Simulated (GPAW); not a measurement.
# NiO2 (P-3m1) in GPAW: settings compared

The runs below take NiO2 through electrostatic potential, single point, with vdW-DF, r4SCAN.

All numbers are computed with GPAW 26.7.0; they aren't measurements. Logs are shortened: lines on timing, memory, paths and dates and some standing lists are left out, and cuts for length are marked. The log counts tension as positive stress, the text compression.

### 1 The structure

It takes space group P-3m1 (No. 164, trigonal). The conventional cell has a = 2.799 Å, b = 2.799 Å, c = 4.618 Å, α = 90.00°, β = 90.00°, γ = 120.00°. Around Ni (site symmetry -3m) lie 6 O at 1.88 Å. O (site symmetry 3m) is surrounded by 3 Ni at 1.88 Å.

The cell comes from a database or a generator and needn't be the stable form of this composition.

### 2 Electrostatic potential, vdW-DF, collinear spin, random start (volume scaled by 1.04)

File run.py:

```python
from ase.dft.bandgap import bandgap
from ase.io import read, write
from ase.units import Bohr
from gpaw import GPAW, PW
from gpaw.elf import elf_from_dft_calculation

atoms = read('POSCAR')
atoms.set_initial_magnetic_moments([0.78, 0.0, 0.0])

calc = GPAW(mode=PW(800),
            xc={'name': 'vdW-DF', 'backend': 'libvdwxc'},
            kpts={'size': (9, 9, 5), 'gamma': True},
            occupations={'name': 'fermi-dirac', 'width': 0.05},
            nbands=26,
            convergence={'density': 1e-05, 'energy': 1e-05},
            maxiter=150,
            txt='gpaw.txt')
atoms.calc = calc
energy = atoms.get_potential_energy()
forces = atoms.get_forces()
calc.write('gs.gpw')
write('result.traj', atoms)
print(f'Energy: {energy:.6f} eV')
print('Forces (eV/A):')
print(forces.round(4))
print('Moments:', calc.get_magnetic_moments().round(3))
print('Fermi level:', round(calc.get_fermi_level(), 4), 'eV')
print(f'Gap: {bandgap(calc)[0]:.4f} eV, direct: {bandgap(calc, direct=True)[0]:.4f} eV')

# fields on the real-space grid
write('density.cube', atoms, data=calc.get_pseudo_density() * Bohr**3)
write('potential.cube', atoms, data=calc.get_electrostatic_potential())
write('spin.cube', atoms, data=(calc.get_pseudo_density(spin=0) - calc.get_pseudo_density(spin=1)) * Bohr**3)
write('elf.cube', atoms, data=elf_from_dft_calculation(calc).data)
```

File POSCAR:

```
NiO2
1.0
    2.8356121658      0.0000000000      0.0000000000
   -1.4178060829      2.4557121709      0.0000000000
    0.0000000000      0.0000000000      4.6790467194
Ni O
1 2
Direct
    0.0000000000      0.0000000000      0.5000000000
    0.3333333333      0.6666666667      0.2939610000
    0.6666666667      0.3333333333      0.7060390000
```

Potentials or basis: GPAW PAW data sets (gpaw-data 1.2.1), pw.

Started as:

```bash
> OMP_NUM_THREADS=1 python run.py
```

gpaw.txt:

```text
__  _  _
 | _ |_)|_||  |
 |__||  | ||/\| - 26.7.0

Input parameters:
  mode=PW(ecut=800.0),
  convergence={'density': 1e-05, 'energy': 1e-05},
  kpts=MonkhorstPack(size=(9, 9, 5), gamma=True),
  maxiter=150,
  nbands=26,
  occupations=Occupations(name='fermi-dirac', width=0.05),
  xc=XC(name='vdW-DF', backend='libvdwxc')

Diagonalizing LCAO Hamiltonian
Converting LCAO to pw mode

           O
       Ni
        O

Atoms  # Å, Bohr magnetons
|   | symbol |         x |        y |        z |    initial magnetic moments |
|---|--------|-----------|----------|----------|-----------------------------|
| 0 |     Ni |  0.000000 | 0.000000 | 2.339523 | ( 0.0000,  0.0000,  0.7800) |
| 1 |      O | -0.000000 | 1.637141 | 1.375457 | ( 0.0000,  0.0000,  0.0000) |
| 2 |      O |  1.417806 | 0.818571 | 3.303589 | ( 0.0000,  0.0000,  0.0000) |

Unit cell  # Å
| periodic |         x |        y |        z |  lengths |     angles |
|----------|-----------|----------|----------|----------|------------|
|      yes |  2.835612 | 0.000000 | 0.000000 | 2.835612 |  90.000000 |
|      yes | -1.417806 | 2.455712 | 0.000000 | 2.835612 |  90.000000 |
|      yes |  0.000000 | 0.000000 | 4.679047 | 4.679047 | 120.000000 |

Number of symmetries: 12
Symmetry operations  # r_c * U_cc + t_c -> r_c
|    | kind |            matrix            |
|----|------|------------------------------|
|  0 |  σ   |  1, 1, 0,  0,-1, 0,  0, 0, 1 |
|  1 |  S6  |  1, 1, 0, -1, 0, 0,  0, 0,-1 |
|  2 |  E   |  1, 0, 0,  0, 1, 0,  0, 0, 1 |
|  3 |  C2  |  1, 0, 0, -1,-1, 0,  0, 0,-1 |
|  4 |  C2  |  0, 1, 0,  1, 0, 0,  0, 0,-1 |
|  5 |  C3  |  0, 1, 0, -1,-1, 0,  0, 0, 1 |
|  6 |  S6  |  0,-1, 0,  1, 1, 0,  0, 0,-1 |
|  7 |  σ   |  0,-1, 0, -1, 0, 0,  0, 0, 1 |
|  8 |  σ   | -1, 0, 0,  1, 1, 0,  0, 0, 1 |
|  9 |  i   | -1, 0, 0,  0,-1, 0,  0, 0,-1 |
| 10 |  C3  | -1,-1, 0,  1, 0, 0,  0, 0, 1 |
| 11 |  C2  | -1,-1, 0,  0, 1, 0,  0, 0,-1 |

BZ-sampling:
  Number of BZ points: 405
  Number of IBZ points: 50

  Monkhorst-Pack size: [9, 9, 5]
  Monkhorst-Pack shift: [0, 0, 0]

K-points  # in reciprocal-cell coordinates
|     |                                coordinates |     weight |
|-----|--------------------------------------------|------------|
|   0 | (  0.00000000,   0.00000000,   0.00000000) | 0.00246914 |
|   1 | (  0.00000000,   0.00000000,   0.20000000) | 0.00493827 |
|   2 | (  0.00000000,   0.00000000,   0.40000000) | 0.00493827 |
|   3 | (  0.11111111,   0.00000000,  -0.40000000) | 0.01481481 |
|   4 | (  0.11111111,   0.00000000,  -0.20000000) | 0.01481481 |
|   5 | (  0.11111111,   0.00000000,   0.00000000) | 0.01481481 |
|   6 | (  0.11111111,   0.00000000,   0.20000000) | 0.01481481 |
|   7 | (  0.11111111,   0.00000000,   0.40000000) | 0.01481481 |
|   8 | (  0.22222222,  -0.11111111,   0.00000000) | 0.01481481 |
|   9 | (  0.22222222,  -0.11111111,   0.20000000) | 0.02962963 |
| ... |                                            |            |
|  49 | (  0.44444444,   0.44444444,   0.40000000) | 0.02962963 |

Plane wave coefficients: 1707
Cutoff: 800.0 eV

Spin-components: 2 (collinear spins)
Bands:           26
Projectors:      16
Spin-degeneracy: 1
Datatype:        complex128

Density:
  Valence electrons: 28.0
  Components: 2
  Grid points: [20 20 32]
  Charge: 0.0  # |e|

Potential:
  Grid points: [20 20 32]

species:
  Ni:
    name:    Nickel
    Z:       28.0
    valence: 16
    core:    12
    charge:  0.0  # [|e|]
    compensation charges:
      type: gauss
      rc: 0.36  # [Å]
      lmax: 2
    cutoffs:
      filter: 2.14  # [Å]
      core: 1.98  # [Å]
    projectors
    | kind |    occ | energy [eV] | rcut [Å] |
    |------|--------|-------------|----------|
    |   4s |  2.000 |      -5.570 |    1.164 |
    |   3p |  6.000 |     -71.384 |    1.207 |
    |   4p |  0.000 |      -1.198 |    1.207 |
    |   3d |  8.000 |      -8.815 |    1.138 |
    |    s |        |      21.642 |    1.164 |
    |    d |        |      18.396 |    1.138 |

    Using partial waves for Ni as LCAO basis

  O:
    name:    Oxygen
    Z:       8.0
    valence: 6
    core:    2
    charge:  0.0  # [|e|]
    compensation charges:
      type: gauss
      rc: 0.21  # [Å]
      lmax: 2
    cutoffs:
      filter: 1.17  # [Å]
      core: 0.83  # [Å]
    projectors
    | kind |    occ | energy [eV] | rcut [Å] |
    |------|--------|-------------|----------|
    |   2s |  2.000 |     -23.998 |    0.688 |
    |   2p |  4.000 |      -8.969 |    0.598 |
    |    s |        |       3.214 |    0.688 |
    |    p |        |      18.243 |    0.598 |
    |    d |        |       0.000 |    0.619 |

    Using partial waves for O as LCAO basis

Reference energy: -45456.889239  # eV

eigensolver:
  PPCG
  Converge bands: occupied
  niter=2

density mixing:
  MSR1-Mixer
  Pratt-step length: 0.05
  Maximum mixing coefficient: 0.75
  Old densities: 10
  SVD Regularization: 0.005
  Good broyden scale: 1.0
  Trust region scale: 1.0
  Backstep threshold: 4.0
  History deletion threshold: 6.0
  Fourier metric: weight=20.0, sigma=0.015

occupation numbers:
  Fermi-Dirac:
    width: 0.0500  # eV

poisson solver:
  ecut: 6400.0  # eV

xc functional:
  name: vdW-DF with libvdwxc
  Mode: serial
  Semilocal: GGA_X_PBE_R+LDA_C_PW with 2 nearest neighbor stencil
  Local blocksize: 40 x 40 x 64
  PAW datasets: revPBE

convergence criteria:
- Maximum integral of absolute [dens]ity change: 1e-05 electrons / valence electron
- Maximum [total energy] change in last 3 cyles: 1e-05 eV / valence electron
- Maximum integral of absolute [eigenst]ate change: 4e-08 eV^2 / valence electron
maximum number of iterations: 150

SCF iterations
|iter     | |      energy | eigst |  dens |  magmom |
|---------|-|-------------|-------|-------|---------|
|iter:   1| |  -63.651966 | +0.25 |       |  +0.7802|
|iter:   2| |  -62.855612 | -2.04 | -0.90 |  +0.7412|
|iter:   3| |  -62.329365 | -2.20 | -1.02 |  +0.5735|
|iter:   4| |  -62.328218 | -2.43 | -1.28 |  +0.3081|
|iter:   5| |  -62.337823 | -3.04 | -1.53 |  +0.1520|
|iter:   6| |  -62.352963 | -3.39 | -1.86 |  -0.0135|
|iter:   7| |  -62.353631 | -4.93 | -2.48 |  -0.0125|
|iter:   8| |  -62.354282 | -5.18 | -2.73 |  -0.0012|
|iter:   9| |  -62.354318 | -5.99 | -3.28 |  +0.0006|
|iter:  10| |  -62.354320c| -6.88 | -3.88 |  +0.0003|
|iter:  11| |  -62.354321c| -7.89c| -4.38 |  +0.0000|
|iter:  12| |  -62.354321c| -8.29c| -5.06c|  -0.0000|

Converged in 12 steps
Energy contributions relative to reference atoms: (reference = -45456.889239)

Energy contributions:
  Kinetic:          30.821392
  Coulomb:         -30.262568
  Zero:              0.472749
  External:          0.000000
  Xc:              -63.385894
  Entropy:          -0.000001
  Spinorbit:         0.000000
  ----------------------------
  Free energy:     -62.354322
  Extrapolated:    -62.354321

dipole moment: (-2.948465, -5.106891, 0.000002)  # |e|*Ang

Total magnetic moment: (0.000000, 0.000000, -0.000021)

Local magnetic moments
|        x |        y |         z |
|----------|----------|-----------|
| 0.000000 | 0.000000 | -0.000001 |  # Ni   0
| 0.000000 | 0.000000 | -0.000001 |  # O    1
| 0.000000 | 0.000000 | -0.000001 |  # O    2

Fermi level: 3.098
Eigenvalues  # (at kpt = [0.000, 0.000, 0.000])
| band index |      eig [eV] | occ [0-1] |      eig [eV] | occ [0-1] |
|------------|---------------|-----------|---------------|-----------|
|          0 |       -62.073 |     1.000 |       -62.073 |     1.000 |
|        ... |               |           |               |           |
|          6 |        -2.480 |     1.000 |        -2.480 |     1.000 |
|          7 |        -2.480 |     1.000 |        -2.480 |     1.000 |
|          8 |         0.502 |     1.000 |         0.502 |     1.000 |
|          9 |         0.511 |     1.000 |         0.511 |     1.000 |
|         10 |         1.621 |     1.000 |         1.621 |     1.000 |
|         11 |         1.621 |     1.000 |         1.621 |     1.000 |
[... 8 lines left out ...]
|         20 |        22.225 |     0.000 |        22.225 |     0.000 |
|         21 |        26.565 |     0.000 |        26.565 |     0.000 |
|        ... |               |           |               |           |
|         25 |        30.872 |     0.000 |        30.858 |     0.000 |

Gap: 1.154 eV
Transition (v -> c):
  (s=0, k=7, n=13, [0.11, 0.00, 0.40]) -> (s=1, k=25, n=14, [0.33, 0.00, 0.40])
Direct/indirect transitions are different
Direct gap: 1.311 eV
Transition at: (s=0->1, k=15, n=13, [0.22, 0.00, 0.40])

Forces  # eV/Ang
|        x |       y |        z |
|----------|---------|----------|
|  0.00000 | 0.00000 |  0.00000 |  # Ni   0
| -0.00000 | 0.00000 | -0.41290 |  # O    1
|  0.00000 | 0.00000 |  0.41290 |  # O    2

# Writing to gs.gpw (mode='')
```

It took 66 s on 1 thread of Arm Neoverse V2, shared host; peak memory 0.27 GiB.

Results:

```yaml
Free_energy: -62.3543 eV
Largest_force: 0.413 eV/Å
Band_gap_on_the_k_mesh: 1.15 eV, indirect (least direct gap 1.31 eV)
Net_moment: 0.00 μB per cell
```

Forces on the atoms (eV/Å):
```
Ni   0.000  0.000  0.000
O    0.000  0.000 -0.413
O    0.000  0.000  0.413
```

Caveat: the run has no moments, though such compounds are often magnetic; a magnetic state may lie lower; the PAW data sets were made with another functional, which shifts forces and pressure a little; an odd mesh through Γ misses points on the zone boundary, where band edges often lie.

### 3 Single point, r4SCAN, collinear spin, ferromagnetic start

File POSCAR:

```
NiO2
1.0
    2.7987818650      0.0000000000      0.0000000000
   -1.3993909325      2.4238161948      0.0000000000
    0.0000000000      0.0000000000      4.6182730000
Ni O
1 2
Direct
    0.0000000000      0.0000000000      0.5000000000
    0.3333333333      0.6666666667      0.2939610000
    0.6666666667      0.3333333333      0.7060390000
```

Potentials or basis: GPAW PAW data sets (gpaw-data 1.2.1), pw.

Started as:

```bash
> OMP_NUM_THREADS=1 gpaw run POSCAR -p 'mode=PW(800),xc=MGGA_X_R4SCAN+MGGA_C_R2SCAN,kpts={size:(7,7,4),gamma:True},occupations={name:fermi-dirac,width:0.05},nbands=26,convergence={density:1e-05,energy:1e-05},maxiter=150,txt=gpaw.txt' --properties efsMm -w gs.gpw --modify 'atoms.set_initial_magnetic_moments([1.0, 0.0, 0.0])'
```

Wall time 2 min (1 thread of Arm Neoverse V2, shared host); peak memory 0.3 GiB.

The run converged. Its results:

- Free energy: -29.6391 eV
- Pressure: -2.9 GPa
- Largest force: 0.048 eV/Å
- Band gap on the k mesh: 1.54 eV, indirect (least direct gap 1.76 eV)
- Net moment: 0.00 μB per cell

Forces on the atoms (eV/Å):
```
Ni   0.000  0.000  0.000
O    0.000  0.000  0.048
O    0.000  0.000 -0.048
```

Stress tensor (GPa, compression positive):
```
-3.17  0.00  0.00
 0.00 -3.17  0.00
 0.00  0.00 -2.27
```

Levels at points of the mesh, in eV from the valence-band top:
Spin up:
| k point | band 10 | band 11 | band 12 | band 13 | band 14 | band 15 | band 16 | band 17 | band 18 | band 19 |
| --- | --- | --- | --- | --- | --- | --- | --- | --- | --- | --- |
| (0.00, 0.00, 0.00) | -2.24 | -0.78 | -0.78 | -0.54 | -0.44 | 2.84 | 2.84 | 8.63 | 12.14 | 16.13 |
| (0.00, 0.00, 0.50) | -2.24 | -1.75 | -0.82 | -0.82 | -0.17 | 2.88 | 2.89 | 10.82 | 10.94 | 15.28 |
Spin down:
```
           k point  band 11  band 12  band 13  band 14  band 15  band 16  band 17  band 18
(0.00, 0.00, 0.00)    -0.78    -0.78    -0.54    -0.44     2.84     2.84     8.63    12.14
(0.00, 0.00, 0.50)    -1.75    -0.82    -0.82    -0.17     2.88     2.89    10.82    10.94
```

Caveat: the k mesh is coarse; the stock nickel data set gives pressures a few GPa off other programs; the run has no moments, though such compounds are often magnetic; a magnetic state may lie lower; the PAW data sets were made with another functional, which shifts forces and pressure a little; an odd mesh through Γ misses points on the zone boundary, where band edges often lie.
